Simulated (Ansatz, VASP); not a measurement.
**MgB2: VASP beside Ansatz**

File INCAR:

```
  PREC = Accurate
  ENCUT = 520
  EDIFF = 1E-6
  ISMEAR = 0
  SIGMA = 0.1
  LREAL = F
  LASPH = T
  NELM = 80
  ALGO = Normal
  ISIF = 2
  LWAVE = F
  LCHARG = F
  GGA = PS
  NBANDS = 11
```

File KPOINTS:

```
Automatic mesh
0
Gamma
  15 15 12
```

File POSCAR:

```
MgB2
1.0
    2.9586082266      0.0000000000      0.0000000000
   -1.4793041133      2.5622298841      0.0000000000
    0.0000000000      0.0000000000      3.5900426900
Mg B
1 2
Direct
    0.0000000000      0.0000000000      0.0000000000
    0.3333333333      0.6666666667      0.5000000000
    0.6666666667      0.3333333333      0.5000000000
```

Input for Ansatz:

```yaml
crystal:
  lattice:
    - [2.9586082266, 0.0, 0.0]
    - [-1.4793041133, 2.5622298841, 0.0]
    - [0.0, 0.0, 3.59004269]
  atoms:
    - { symbol: Mg, position: [0.0, 0.0, 0.0] }
    - { symbol: B, position: [0.3333333333, 0.6666666667, 0.5] }
    - { symbol: B, position: [0.6666666667, 0.3333333333, 0.5] }
basis:
  ecutwfc: 420
kpoints:
  mp_grid: { grid: [15, 15, 12] }
hamiltonian:
  xc: pbesol
scf:
  occupations: { method: gaussian, width: 0.1 }
output:
  forces: true
  stress: true
  eigenvalues: true
```

Alike in both runs: task single point; functional PBEsol; k mesh 15 × 15 × 12; occupations gaussian, width 0.1 eV; no spin polarisation.

|  | VASP | Ansatz |
| --- | --- | --- |
| version | VASP 6.6.1 | Ansatz 0.2.0 |
| potentials or method | VASP PAW PBE potentials, release 64 (Mg, B) | scalar-relativistic, plane waves, PAW |
| plane-wave cutoff (eV) | 520 | 420 |
| valence electrons in the cell | 8 | 16 |

|  | VASP | Ansatz | Ansatz less VASP |
| --- | --- | --- | --- |
| gap on the k mesh at the Fermi level (eV) | none | none | - |
| pressure (GPa) | 10.6 | 10.6 | -0.06 |
| largest component of the traceless stress (GPa) | 16.54 | 16.31 | -0.229 |

A gap of «none» marks a metal or a gap that the smearing closes. With one functional, cell and mesh, what is left measures potentials, basis and numerics. The two sets of potentials don't hold the same shells in valence.

Caveats: the PAW data sets were made with another functional, which shifts forces and pressure a little (VASP).
